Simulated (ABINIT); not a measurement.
Input of an ABINIT 10.8.3 (patched build) run:

File run.abi:

```
# Pseudopotentials
pp_dirpath "./"
pseudos "As_ONCV_PBE-1.2.upf, Ga_ONCV_PBE-1.2.upf"

# Structure
acell 3*1.0
rprim
     0.0000000000     5.3419722954     5.3419722954
     5.3419722954     0.0000000000     5.3419722954
     5.3419722954     5.3419722954     0.0000000000
ntypat 2
znucl 33 31
natom 2
typat 1 2
xred
     0.7500000000     0.7500000000     0.7500000000
     0.0000000000     0.0000000000     0.0000000000

# Plane-wave basis
ecut 1251.723767 eV

# k points
kptopt 1
ngkpt 6 6 6
nshiftk 1
shiftk 0.0 0.0 0.0

# Exchange and correlation
ixc 41
hyb_mixing 0.0657
fockdownsampling 2 2 2

# Bands and occupations
nband 11
occopt 1

# SCF cycle
nstep 60
diemac 6.0
toldfe 1.0e-7

# Output
iomode 3
prtwf 0
prtden 0
prteig 0
prtebands 0
```

Potentials or basis: SG15 NC PBE v1.2.

Launch:

```sh
$ mpirun --bind-to none -np 4 abinit run.abi > log 2>&1
```

Task: Estimate the band gap on the k mesh.

Result: 0.90 eV, direct.

Caveat: exact exchange is summed on a coarse mesh, which widens gaps by tenths of an eV. A k mesh can miss the band edges.
